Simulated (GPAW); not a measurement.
The system is In.

```xyz
1
Lattice="-1.8825 1.8825 1.8825 1.8825 -1.8825 1.8825 1.8825 1.8825 -1.8825" Properties=species:S:1:pos:R:3 pbc="T T T"
In    0.0000    0.0000    0.0000
```

This isn't the form of In at room conditions, which is tetragonal.

Base run:

```yaml
Program: GPAW 26.7.0
Functional: PBEsol
Potentials_or_basis: PAW data sets generated in the run's folder for this functional
Cutoff: 600 eV
Basis: pw
k_mesh: 10 × 10 × 10
Occupations: fermi-dirac, width 0.05 eV
Spin: no spin polarisation
```

Its results: band gap on the k mesh none (metal or under the smearing width); pressure -1.7 GPa.

The run is repeated on the same cell with these changes: occupations from fermi-dirac, width 0.05 eV to methfessel-paxton, width 0.1 eV; dispersion from none to D3(BJ). What comes out?

Band gap on the k mesh none (metal or under the smearing width); pressure -3.8 GPa.

Caveats: this smearing can pin the Fermi level at a band edge (some runs); pairwise dispersion overbinds metals, which lowers pressure and volume (some runs).

Not every run made on this cell is shown here.
